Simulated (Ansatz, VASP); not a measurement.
Sr: VASP beside Ansatz

Contents of INCAR:

```
SYSTEM = Sr
PREC = Accurate ; ENCUT = 520
EDIFF = 1E-6 ; ISMEAR = -1
SIGMA = 0.05 ; LREAL = .False.
LASPH = .True. ; NELM = 60
ALGO = Normal ; ISIF = 2
LWAVE = .False. ; LCHARG = .True.
GGA = PS ; LELF = .True.
LVHAR = .True. ; NBANDS = 11
```

Contents of KPOINTS:

```
Automatic mesh
0
Gamma
  7 7 7
  0 0 0
```

File POSCAR:

```
Sr
1.0
   -2.3852921747      2.3852921747      2.3852921747
    2.3852921747     -2.3852921747      2.3852921747
    2.3852921747      2.3852921747     -2.3852921747
Sr
1
Direct
    0.0000000000      0.0000000000      0.0000000000
```

Input for Ansatz:

```yaml
crystal:
  lattice:
    - [-2.3852921747223923, 2.3852921747223923, 2.3852921747223923]
    - [2.3852921747223923, -2.3852921747223923, 2.3852921747223923]
    - [2.3852921747223923, 2.3852921747223923, -2.3852921747223923]
  atoms:
    - { symbol: Sr, position: [0.0, 0.0, 0.0] }
basis:
  ecutwfc: 435.382179935808
kpoints:
  mp_grid:
    grid: [7, 7, 7]
hamiltonian:
  xc: pbesol
scf:
  occupations:
    method: fermi_dirac
    width: 0.05
output:
  stress: true
```

This isn't the form of Sr at room conditions, which is fcc.

Alike in both runs: task single point; functional PBEsol; k mesh 7 × 7 × 7; occupations fermi-dirac, width 0.05 eV; no spin polarisation.

|  | VASP | Ansatz |
| --- | --- | --- |
| version | VASP 6.6.1 | Ansatz 0.2.0 |
| potentials or method | VASP PAW PBE potentials, release 64 (Sr_sv) | plane waves, PAW |
| plane-wave cutoff (eV) | 520 | 435 |
| valence electrons in the cell | 10 | 10 |

```tsv
	VASP	Ansatz	Ansatz less VASP
pressure (GPa)	-0.7	-0.7	-0.01
```

Caveats: the PAW data sets were made with another functional, which shifts forces and pressure a little (VASP).
